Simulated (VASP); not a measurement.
Set up this calculation in VASP 6.6.1, as the native input.

- Task: relaxation of cell and atoms
- Functional: PBE
- Potentials or basis: VASP PAW PBE potentials, release 64 (Si)
- Cutoff: 600 eV
- k mesh: 10 × 10 × 10
- Occupations: gaussian, width 0.03 eV
- Spin: no spin polarisation
- Further INCAR settings: ALGO = Normal; EDIFF = 1e-07; IBRION = 2; EDIFFG = -0.005; NSW = 90; ISIF = 3

The structure of Si lies in POSCAR:

```
Si                                      
1.0
    0.0000000000      2.7342968687      2.7342968687
    2.7342968687      0.0000000000      2.7342968687
    2.7342968687      2.7342968687      0.0000000000
  Si            
     2
Direct
     0.7500000000000000    0.7500000000000000    0.7500000000000000
     0.5000000000000000    0.5000000000000000    0.5000000000000000
```

These files were run (other wordings do the same):

INCAR

```
SYSTEM = Si
PREC     = Accurate       ! precision mode
ENCUT    = 600            ! plane-wave cutoff, eV
EDIFF    = 1E-7           ! SCF threshold, eV
ISMEAR   = 0              ! smearing method
SIGMA    = 0.03           ! smearing width, eV
LREAL    = .FALSE.        ! projectors in reciprocal space
LASPH    = .TRUE.         ! aspherical terms in the spheres
NELM     = 80             ! most SCF steps
ALGO     = Normal         ! electronic algorithm
ISIF     = 3              ! what is computed and relaxed
LWAVE    = .FALSE.        ! write WAVECAR
LCHARG   = .FALSE.        ! write CHGCAR
GGA      = PE             ! functional
IBRION   = 2              ! ionic algorithm
NSW      = 90             ! ionic steps
EDIFFG   = -0.005         ! ionic threshold
```

KPOINTS

```
regular mesh
0
G
  10 10 10
  0 0 0
```

Potentials or basis: VASP PAW PBE potentials, release 64 (Si).

Launch:

```bash
$ cat potpaw_PBE.64/Si/POTCAR > POTCAR
$ mpirun -np 1 vasp_std > vasp.out
```

It gave:

```
Pressure after relaxing : 0.0 GPa
Band gap on the k mesh  : 0.62 eV, indirect (least direct gap 2.56 eV)
```

Caveat: the relaxation stopped at its first step, so nothing moved.

Run time: 20 s on 1 thread of Intel(R) Xeon(R) Platinum 8488C (Sapphire Rapids), on a shared host, peak memory 0.17 GiB.
